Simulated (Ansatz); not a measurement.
## Ir(100) / 3 layers Pd(100) / Ir(100): resistance against film thickness

Wanted: interface resistance and thickness dependence for Ir(100) / 3 layers Pd(100) / Ir(100).

Program: Ansatz 0.2.0. Level of theory: Ansatz plane-wave DFT, PBE, PAW files; ballistic transport by layer matching (Landauer), zero bias. Results are calculated unless marked as measured.

### 1. The starting structure

The cell holds 11 atoms: 8 Ir and 3 Pd. Its edges and angles: a = 2.715 Å, b = 2.715 Å, c = 21.433 Å, α = 86.4°, β = 86.4°, γ = 90.0°. It derives from Ir and Pd. Regions: lead, 8 atoms (8 Ir); films, 3 atoms (3 Pd). The structure is stacked along c, and the current runs across the ab planes.

### 2. With 3 layers

The film is laid into the lead at the lead's in-plane lattice, and the cell closes on the lead's own image. The mesh across the current, 26×26, is finer than the density's, because channels open and close sharply across the zone. Energies from -1 to 1 eV in steps of 0.036 eV cover the slope of the Fermi function at 300 K, so the program can form a conductance.

The input, input.yaml:

```yaml
crystal:
  lattice:
    - [2.7148657757, 0.0, 0.0]
    - [0.0, 2.7148657757, 0.0]
    - [1.3574328878, 1.3574328878, 21.3464902425]
  atoms:
    - { symbol: Ir, position: [0.9775173813, 0.9775173813, 0.0449652373] }
    - { symbol: Ir, position: [0.432552144, 0.432552144, 0.134895712] }
    - { symbol: Ir, position: [0.8875869067, 0.8875869067, 0.2248261867] }
    - { symbol: Ir, position: [0.3426216693, 0.3426216693, 0.3147566613] }
    - { symbol: Pd, position: [0.7967593671, 0.7967593671, 0.4064812658] }
    - { symbol: Pd, position: [0.25, 0.25, 0.5] }
    - { symbol: Pd, position: [0.7032406329, 0.7032406329, 0.5935187342] }
    - { symbol: Ir, position: [0.1573783307, 0.1573783307, 0.6852433387] }
    - { symbol: Ir, position: [0.6124130933, 0.6124130933, 0.7751738133] }
    - { symbol: Ir, position: [0.067447856, 0.067447856, 0.865104288] }
    - { symbol: Ir, position: [0.5224826187, 0.5224826187, 0.9550347627] }
kpoints:
  mp_grid: { grid: [14, 14, 2] }
hamiltonian:
  xc: pbe
scf:
  occupations: { method: fermi_dirac, width: 0.1 }
output:
  transmission: { leads: [[0, 1]], kmesh: [26, 26], e_range: [-1.0, 1.0], de: 0.036 }
  write_potential: true
  write_density: true
  volumetric_format: npy
  elf: true
```

Started as:

```bash
$ ansatz run input.yaml --threads 4 --pin off --max-ram 8192MiB --backend cpu --events-out ev --progress --plain --runs-dir out
```

Numbers of over 12 decimals in the logs are rounded to 6 here.

What it wrote:

```text
Warning: crystal.symmetry: narrowed to the stabiliser of the k-point mesh — unitary ops 16 → 4; excluded 12 operations that carry a point of the 14×14×2 mesh (shift [0, 0, 0]) off the mesh (the run samples exactly the mesh kpoints.mp_grid names, as under crystal.symmetry.detect: false, and its converged state has the mesh's symmetry, not the crystal's; ε∞, the Born charges and the force constants of a linear response (`dielectric:` by the response, `phonons.method: dfpt`) are averaged over those of the crystal's operations that the state keeps within a tolerance, where `mesh_tensors`, `unaveraged_element` or `gamma_mean_max_change_ev_ang2` stands beside them; [rest of the remark cut]
Engine: ansatz 0.2.0, aarch64-unknown-linux-gnu
Pseudopotentials: kind: paw
Pseudopotential: Ir, paw, valence charge 17, recommended cutoff 420 eV (normal), Ir.paw.azcp
Pseudopotential: Pd, paw, valence charge 18, recommended cutoff 420 eV (normal), Pd.paw.azcp
Functional definition: PBE
  parameter kappa = 0.804
  parameter beta = 0.066725
  exchange = pbe_x(kappa = kappa, mu = beta*pi^2/3)
  correlation = pbe_c(beta = beta)
Crystal: 11 atoms, lattice volume = 157.334 Å³
Basis set: ecut = 420 eV, 3131 PW (Γ)
Bands: 114, of which v1, the nominal top of the filled ones, is band 95 counted from 1 (94 counted from 0)
Symmetry: 4 space group operations
k-points: 114 of 392
Non-local potential: Ir, projectors of the file, l = 0: 3, l = 1: 2, l = 2: 2, l = 3: 1
Non-local potential: Pd, projectors of the file, l = 0: 2, l = 1: 2, l = 2: 2, l = 3: 1
PAW form: soft (Blöchl's): semilocal exchange-correlation on the pseudo side does not see the compensation charge
PAW one-centre angular grid: Ir, 590 points (default); XC on 64 Gauss nodes
PAW one-centre angular grid: Pd, 590 points (default); XC on 64 Gauss nodes
Initial density: superposition of atomic densities (neutral atoms: chi_scale 0, normalization atom), corrected by the library's trained network
Initial wavefunctions: pseudopotential atomic-orbital guess
Functional: x = pbe(κ = 0.804, μ = 0.219515), c = pbe(β = 0.066725)
SCF iter   1: F=—  HF=-116401.118061 eV  |F-HF|=—  |Δ(HF+E_count)|=         —  Δρ=2.55e-2  dr2=3.20e1  ethr=1.77e-3  ⟨swp⟩=5.3  Hψ=43922  notcnv=0  defer=301
preconditioner: auto → Kerker (q_TF=auto, 2.815 Å⁻¹)  [metal: Δε(μ)=0.009 eV  Ē_g=7.377 eV  σ=0.100 eV  W_gap=0.02  n_scr=58 (ndim 8)  ℏωp=29.9 eV  f_vac=0.000  D(μ)=11.11/eV (n_scr^D=132)]
SCF iter   2: F=—  HF=-116400.975110 eV  |F-HF|=—  |Δ(HF+E_count)|=   1.43e-1  Δρ=1.16e-2  dr2=1.14e1  ethr=1.77e-3  ⟨swp⟩=1.1  Hψ=15056  notcnv=0  defer=302
SCF iter   3: F=—  HF=-116400.898391 eV  |F-HF|=—  |Δ(HF+E_count)|=   7.67e-2  Δρ=2.47e-3  dr2=5.95e-1  ethr=1.77e-3  ⟨swp⟩=1.0  Hψ=12544  notcnv=0  defer=302
SCF iter   4: F=—  HF=-116400.888624 eV  |F-HF|=—  |Δ(HF+E_count)|=   9.77e-3  Δρ=7.90e-4  dr2=3.55e-2  ethr=3.13e-4  ⟨swp⟩=1.0  Hψ=13783  notcnv=0  defer=316
SCF iter   5: F=—  HF=-116400.887877 eV  |F-HF|=—  |Δ(HF+E_count)|=   7.47e-4  Δρ=2.53e-4  dr2=4.69e-4  ethr=1.87e-5  ⟨swp⟩=1.0  Hψ=13108  notcnv=0  defer=317
SCF iter   6: F=—  HF=-116400.887883 eV  |F-HF|=—  |Δ(HF+E_count)|=   6.52e-6  Δρ=9.41e-5  dr2=8.62e-5  ethr=2.47e-7  ⟨swp⟩=1.3  Hψ=12981  notcnv=0  defer=317
SCF iter   7: F=—  HF=-116400.887862 eV  |F-HF|=—  |Δ(HF+E_count)|=   2.16e-5  Δρ=3.07e-5  dr2=4.48e-6  ethr=4.54e-8  ⟨swp⟩=1.1  Hψ=12590  notcnv=0  defer=324
SCF iter   8: F=—  HF=-116400.887862 eV  |F-HF|=—  |Δ(HF+E_count)|=   1.01e-7  Δρ=7.73e-6  dr2=4.60e-7  ethr=2.36e-9  ⟨swp⟩=1.9  Hψ=14549  notcnv=0  defer=324
SCF iter   9: F=-116400.887862 eV  HF=-116400.887862 eV  |F-HF|=1.30e-8  |Δ(HF+E_count)|=   7.26e-9  Δρ=1.82e-6  dr2=1.61e-8  ethr=5.26e-11  ⟨swp⟩=6.9  Hψ=30527  notcnv=0
SCF 1 converged in 9 iterations: F = -116400.887862 eV  dr2 = 1.61e-8
  greatest PAW one-centre occupation: 1.000 electrons in one spin orbital (limit 2), on the Ir atom at site 8 (counted from 0), in its partial waves of l = 0
transmission: 717 of 7137 steps passed
transmission: 1431 of 7137 steps passed
[...]
transmission: 7137 of 7137 steps passed
SCF converged after 9 iterations
Free energy (F): -116400.887862 eV
Harris-Foulkes:  -116400.887862 eV  (|F-HF|=1.30e-8)
Internal energy: -116400.490358 eV  (E = F + TS)
E sigma→0 (E₀):  -116400.689110 eV
Entropy (-TS):   -0.397504 eV (-36.137 meV/atom)
Fermi energy:    24.165338 eV
--- Per-component energies (eV) ---
  E_band       = -1063.252610
  E_kinetic    = 6528.681629
  E_local      = -13772.932123  (includes V_loc(G=0)·N_el)
  E_nonlocal   = 1231.777989
  E_hartree    = 5415.524342
  E_xc         = -2652.442038
  E_vxc        = -3039.365350  (∫ρ·V_xc dr)
  E_paw        = -85037.513334  (= ΣΔE_a)
  E_vpaw       = -2842.464600  (= ΣTr[D̂ρ^β])
  E_aug_tail   = 0.001053  (compensation charges beyond the density's cutoff)
  E_ewald      = -28113.587875
  E_smearing   = -0.397504  (= −TS)
  E_closure    = 0.000000  (closes the sum)
  Σ components = -116400.887862   (vs F -116400.887862, Δ=0.00e0)
--- Band table (eV; the first three rows and the last of 114) ---
  k-point 0: bands = [... 91 lower, 23.2192, 23.2893, 23.5285, 23.7491, 23.7650, 23.7653, 23.9483, 24.1570, ... 15 higher]
  k-point 1: bands = [... 91 lower, 23.3167, 23.3252, 23.3256, 23.5747, 23.7006, 23.9712, 24.3374, 24.3604, ... 15 higher]
  k-point 2: bands = [... 91 lower, 23.1770, 23.3021, 23.5278, 23.5631, 23.6183, 23.7917, 23.9325, 24.0419, ... 15 higher]
  k-point 113: bands = [... 91 lower, 25.6400, 25.6400, 25.7016, 25.7016, 25.7060, 25.7060, 25.9815, 25.9815, ... 15 higher]
--- Transmission ---
  basis      : 69 plane waves across, 39 finite elements along
  points     : 183, standing for a mesh of 26 x 26
  filling    : by the input's occupations and mesh, since the crystals that have channels conduct as metals do. If one of these is a semiconductor, that mesh has misplaced its level
  energies   : 56 from -1.000000 to 0.980000 eV about the Fermi level, 0.036000 eV apart; the leads are filled to 0.000000 eV, and channels, transmission and decay are at 0.008000 eV
  crystal 0  : Ir1, at the sites [0, 1], period 1.9197 Å, over 15.36 Å; its Hamiltonian steps by up to 1.5 meV
    offset         : up to 0.0000 Å between an atom of the period and one for which it stands
    filled         : 21.6 meV under the level at which it is neutral
    channels       : 1.881657e0 a spin
    conductance    : 1.9965e15 S/m² at 300 K; may be off by some 0.0 % by where its bands' edges are placed, 5.8 % from the k-mesh, 1.0 % from the distance to neutral
    slowest decay  : 0.0214 /Å at (-0.4615, 0.2692)
  junction   : crystal 0 to crystal 0, 0.70 to 20.12 Å
    transmission   : 7.764534e-1 a spin
    conductance    : 8.1609e14 S/m² at 300 K (8.3050e14 on every other point, 8.1623e14 on every other energy)
    error estimate : 0.0 % from the energy spacing and 0.0 % from band edges of the leads and from resonances (wavevectors taken as independent; lower de), 5.1 % from the k-mesh, 1.1 % from the steps of its leads' Hamiltonians or their offsets (lay more layers), 0.6 % from the distance to neutral
    resistance     : 7.2464e-4 Ω µm² beyond half of each lead's own
```

Elapsed: 3.8 min, on 4 threads of Arm Neoverse V2, shared host; peak memory 1.6 GiB.

The column dr2 measures how far the density is from self-consistency, as an energy; F and HF (Harris–Foulkes) agree once it is small.

This step gave:

| Item | Value |
| --- | --- |
| free energy | -116400.8879 eV |
| energy at zero smearing | -116400.6891 eV |
| Fermi energy | 24.17 eV |
| cell area | 7.370 Å² |
| step of the lead's potential | 1.5 meV |
| ballistic conductance of the lead | 2.00e15 S/m² |
| estimated errors of the lead's conductance | 0, 5.8, 1 % (band edges, k-mesh, distance from neutral) |
| lead conductance per cell | 1.899 G₀ |
| conductance of the junction | 8.16e14 S/m² |
| junction conductance per cell | 0.7763 G₀ |
| estimated errors of the junction's conductance | 0, 0, 5.1, 1.1, 0.6 % (energy step, band edges, k-mesh, leads' steps, distance from neutral) |
| area resistance that the stack adds (contact term taken off, spin by spin) | 0.7246 fΩ m² |

Per spin. The transmission, zone mean by energy, zero at the Fermi level:

```tsv
energy (eV)	transmission, zone mean
-1.000	1.34
-0.928	1.25
-0.856	1.21
-0.784	1.24
-0.712	1.21
-0.676	1.18
-0.604	1.15
-0.532	1.15
-0.460	1.12
-0.388	1.10
-0.316	1.02
-0.244	0.950
-0.172	0.878
-0.100	0.797
-0.028	0.779
0.008	0.776
0.080	0.751
0.152	0.718
0.224	0.719
0.296	0.711
0.368	0.699
0.440	0.697
0.512	0.695
0.584	0.691
0.656	0.665
0.692	0.672
0.764	0.683
0.836	0.670
0.908	0.669
0.980	0.660
```

Per spin. The open channels, zone mean, lead by energy, zero at the Fermi level:

```tsv
energy (eV)	open channels, zone mean, lead
-1.000	1.88
-0.928	1.80
-0.856	1.75
-0.784	1.76
-0.712	1.76
-0.676	1.72
-0.604	1.72
-0.532	1.80
-0.460	1.87
-0.388	1.91
-0.316	1.89
-0.244	1.90
-0.172	1.79
-0.100	1.83
-0.028	1.88
0.008	1.88
0.080	2
0.152	2.08
0.224	2.08
0.296	2.11
0.368	2.20
0.440	2.24
0.512	2.24
0.584	2.27
0.656	2.28
0.692	2.34
0.764	2.43
0.836	2.30
0.908	2.15
0.980	1.82
```

Transmission over k1 and k2. At 0.0080 eV from the Fermi level.

Values, 12 rows by 16 columns, each cell a mean:
```
0.80 0.60 0.40 0.48 0.53 0.61 1.05 0.75 0.23 1.03 0.89 0.54 0.48 0.49 0.41 0.67
0.34 0.52 0.40 0.71 0.57 0.39 0.39 0.59 0.40 0.64 0.26 0.49 0.64 0.55 0.52 0.36
0.04 0.69 0.76 0.44 0.92 1.03 1.02 1.04 1.05 1.03 1.02 1.00 0.86 0.24 1.05 0.34
0.71 0.64 0.40 0.76 1.19 1.22 1.22 1.18 1.15 1.20 1.21 1.22 1.13 0.46 0.56 0.57
1.49 0.93 0.39 0.90 1.13 1.23 1.07 1.07 0.99 1.08 1.12 1.22 1.07 0.71 0.46 1.19
0.48 0.31 0.32 1.00 1.09 1.16 1.02 1.18 1.34 1.05 1.03 1.20 1.04 0.71 0.33 0.36
1.18 0.76 0.53 0.97 1.11 1.19 1.07 1.13 1.12 1.10 1.08 1.21 1.05 0.78 0.57 0.93
1.18 0.73 0.20 0.84 1.15 1.23 1.13 1.10 1.06 1.12 1.17 1.21 1.09 0.52 0.35 0.90
0.31 0.66 0.59 0.62 1.21 1.19 1.16 1.14 1.13 1.15 1.17 1.20 1.14 0.33 0.79 0.42
0.15 0.67 0.67 0.31 0.48 0.68 0.76 0.85 0.81 0.89 0.67 0.63 0.44 0.24 0.94 0.34
0.54 0.46 0.43 1.01 0.81 0.50 0.50 0.56 0.24 0.66 0.39 0.65 0.90 0.82 0.41 0.46
0.93 0.73 0.38 0.10 0.21 0.82 1.41 0.98 0.30 1.33 1.20 0.57 0.11 0.25 0.44 0.80
```
Columns: k1 (b1) from -0.5 to 0.462; rows upwards: k2 (b2) from -0.5 to 0.462.

Open channels over k1 and k2. At 0.0080 eV from the Fermi level.

Values, 12 rows by 16 columns, each cell a mean:
```
3.67 2.88 1.67 1.04 1.01 1.30 1.87 2.00 2.00 1.99 1.67 1.18 0.87 1.30 2.08 3.21
1.94 1.48 1.14 1.71 1.78 1.57 1.24 1.54 2.39 1.48 1.15 1.82 1.77 1.41 1.28 1.67
0.59 1.20 1.92 1.21 1.72 2.00 2.00 2.00 2.00 2.00 2.00 1.91 1.64 1.00 2.23 0.72
1.45 1.28 1.64 1.78 2.00 2.00 2.00 2.00 2.19 2.00 2.00 2.00 1.98 1.41 1.85 1.19
2.00 1.81 1.18 1.92 2.00 2.00 2.43 2.85 3.18 2.78 2.18 2.00 2.00 1.54 1.43 1.94
2.00 2.00 2.21 2.03 2.00 2.21 3.02 3.75 3.97 3.50 2.71 2.04 2.00 2.18 2.06 2.00
2.00 1.99 1.43 1.92 2.00 2.00 2.80 3.28 3.75 3.09 2.43 2.00 2.00 1.54 1.80 2.00
1.94 1.48 1.14 1.92 2.00 2.00 2.09 2.38 2.67 2.33 2.00 2.00 2.00 1.54 1.28 1.67
0.67 1.25 1.92 1.50 2.00 2.00 2.00 2.00 2.00 2.00 2.00 2.00 1.95 1.17 2.23 0.86
1.36 1.23 1.64 1.07 1.27 1.69 1.69 1.69 2.26 1.69 1.69 1.55 1.21 1.00 1.85 1.05
2.62 2.14 1.18 1.85 1.92 1.50 1.43 1.85 2.13 1.78 1.18 1.85 1.92 1.50 1.52 2.33
3.97 3.34 1.96 1.07 0.47 1.67 1.99 2.00 2.00 2.00 1.96 1.21 0.33 1.67 2.33 3.75
```
Columns: k1 (b1) from -0.5 to 0.462; rows upwards: k2 (b2) from -0.5 to 0.462.

ELF in the ca plane at fractional y = 0.067, with atoms of Ir within 0.2 Å of it. It is the smooth field of the valence electrons, not physical close to the nuclei.

Ten even steps from '0' (0.17) to '9' (0.67), each cell a mean:
```
49998310011489842211111453000110000001136642
25885221112379842211112564100000001100222212
22332221123246523221111343000000001110223222
22222222212222223244211110001331000101112212
22222212211222222266311000014774100001147732
23542222212222222256311000015776200001389973
37995221123235323244211000015775100001498894
49888310012379733221111221002553000001279983
```
Columns run along c (16.0 Å, from fractional 0.00 to 0.75 of the cell), rows up along a (2.7 Å).

Electrostatic potential energy in the ca plane at fractional y = 0.067, with atoms of Ir within 0.2 Å of it. With pseudopotentials it is smooth inside the atoms' cores, unlike the true potential.

Values in eV, 5 rows by 16 columns, each cell a mean:
```
-15 -24  23  23 -20 -12  24  24   4  14  23  23  21  23   6   8
 12   7  21  21   2   5  20  21   9  16  24  24  19  22  22  23
 22  22  18  16  22  21   6  10  23  23   7  12  24  23   6  12
  6   5  20  19  19  20   3   6  25  25  -9  -2  26  23 -25 -14
-19 -24  23  23  -7   2  18  19  19  22   4   7  25  23 -25 -18
```
Columns run along c (16.0 Å, from fractional 0.00 to 0.75 of the cell; values clipped at the 3rd and 97th percentile), rows up along a (2.7 Å).

Valence density in the ca plane at fractional y = 0.067, with atoms of Ir within 0.2 Å of it. It is the smooth field of the valence electrons, not physical close to the nuclei.

Ten even steps from '0' (0.2 e/Å³) to '9' (8.2 e/Å³), each cell a mean:
```
15994000000157510000000121000000000000012210
02552000000135410000000221000000000000000000
00110000000012100000000111000000000000000000
00000000000000000011000000000110000000000000
00000000000000000122100000001441000000013310
01110000000000000022100000003883000000048840
03652000000011100011000000002663000000159951
16994000000135310000000000000221000000037841
```
Columns run along c (16.0 Å, from fractional 0.00 to 0.75 of the cell), rows up along a (2.7 Å).

The lead's potential steps by 1.5 meV from period to period, small in itself. The program estimates the junction's conductance to 5.1 % from the k-mesh, 0.6 % from the leads' distance from neutral and 1.1 % from their steps.

By hand: 1/G − 1/G_lead = 1/0.8161 − 1/1.996 = 0.724 fΩ m² with G in 10¹⁵ S/m².

### 3. With 5 layers, k-mesh 14×14×1, film layers 5

The stack now holds 5 film layers; the k-mesh follows the cell, and the energies span -0.27 to 0.27 eV.

System of this step: Ir(100) / 5 layers Pd(100) / Ir(100). The cell holds 13 atoms: 8 Ir and 5 Pd. Cell: a = 2.715 Å, b = 2.715 Å, c = 25.412 Å, α = 86.9°, β = 86.9°, γ = 90.0°. It derives from Ir and Pd. Regions: lead, 8 atoms (8 Ir); films, 5 atoms (5 Pd). The structure is stacked along c, and the current runs across the ab planes.

The input, input.yaml:

```yaml
crystal:
  lattice:
    - [2.7148657757, 0.0, 0.0]
    - [0.0, 2.7148657757, 0.0]
    - [1.3574328878, 1.3574328878, 25.3390837376]
  atoms:
    - { symbol: Ir, position: [0.9810598913, 0.9810598913, 0.0378802174] }
    - { symbol: Ir, position: [0.4431796739, 0.4431796739, 0.1136406521] }
    - { symbol: Ir, position: [0.9052994566, 0.9052994566, 0.1894010869] }
    - { symbol: Ir, position: [0.3674192392, 0.3674192392, 0.2651615216] }
    - { symbol: Pd, position: [0.8287833044, 0.8287833044, 0.3424333912] }
    - { symbol: Pd, position: [0.2893916522, 0.2893916522, 0.4212166956] }
    - { symbol: Pd, position: [0.75, 0.75, 0.5] }
    - { symbol: Pd, position: [0.2106083478, 0.2106083478, 0.5787833044] }
    - { symbol: Pd, position: [0.6712166956, 0.6712166956, 0.6575666088] }
    - { symbol: Ir, position: [0.1325807608, 0.1325807608, 0.7348384784] }
    - { symbol: Ir, position: [0.5947005434, 0.5947005434, 0.8105989131] }
    - { symbol: Ir, position: [0.0568203261, 0.0568203261, 0.8863593479] }
    - { symbol: Ir, position: [0.5189401087, 0.5189401087, 0.9621197826] }
kpoints:
  mp_grid: { grid: [14, 14, 1] }
hamiltonian:
  xc: pbe
scf:
  occupations: { method: fermi_dirac, width: 0.1 }
output:
  transmission:
    leads: [[0, 1]]
    kmesh: [26, 26]
    e_range: [-0.27, 0.27]
    de: 0.036
  write_potential: true
  write_density: true
  volumetric_format: npy
```

What it wrote:

```text
[...]
Crystal: 13 atoms, lattice volume = 186.762 Å³
Basis set: ecut = 420 eV, 3745 PW (Γ)
Bands: 136, of which v1, the nominal top of the filled ones, is band 113 counted from 1 (112 counted from 0)
Symmetry: 4 space group operations
k-points: 57 of 196
[...]
--- Transmission ---
  basis      : 69 plane waves across, 46 finite elements along
  points     : 183, standing for a mesh of 26 x 26
[...]
filled         : 21.1 meV under the level at which it is neutral
    channels       : 1.917160e0 a spin
[...]
slowest decay  : 0.0200 /Å at (0.4615, 0.2692)
  junction   : crystal 0 to crystal 0, 0.70 to 24.12 Å
    transmission   : 6.963666e-1 a spin
[...]
resistance     : 7.6695e-4 Ω µm² beyond half of each lead's own
[key lines of the parts left out:]
SCF converged after 10 iterations
Free energy (F): -130346.608294 eV
Fermi energy:    23.490282 eV
```

Wall time 2 min (4 threads); peak memory 1.4 GiB.

This step gave:

```yaml
free_energy: -130346.6083 eV
energy_at_zero_smearing: -130346.3423 eV
fermi_energy: 23.49 eV
step_of_the_lead_s_potential: 2.5 meV
lead_conductance_per_cell: 1.900 G₀
conductance_of_the_junction: 7.89e14 S/m²
junction_conductance_per_cell: 0.7504 G₀
estimated_errors_of_the_junction_s_conductance: 0.4, 0, 5.4, 4.9, 4.8 % (energy step, band edges, k-mesh, leads' steps, distance from neutral)
area_resistance_that_the_stack_adds_contact_term_taken_off_spin_by_spin: 0.7670 fΩ m²
```

Per spin. Table of transmission, zone mean by energy, zero at the Fermi level:

```tsv
energy (eV)	transmission, zone mean
-0.270	1.10
-0.234	1.09
-0.198	1.08
-0.162	1.03
-0.126	1.02
-0.090	0.963
-0.054	0.870
-0.018	0.781
0.018	0.696
0.054	0.665
0.090	0.611
0.126	0.589
0.162	0.583
0.198	0.584
0.234	0.608
0.270	0.582
```

The conductance of the junction is 7.9e14 S/m², 3.3 % under the 8.2e14 S/m² of the last finished run, within the error estimates, leads' steps apart, of 5.1 and 5.4 %.

[end of part 1 of 2]

[Logs are printed without paths, hosts, clocks, repeated set-up lines and the standing remarks that a program may print on its own settings, such as how far it seeks lower states.]

[Hosts, paths, dates, database ids (printed as entryN), source tags and the programs' standing remarks are cut or masked in the printed files.]
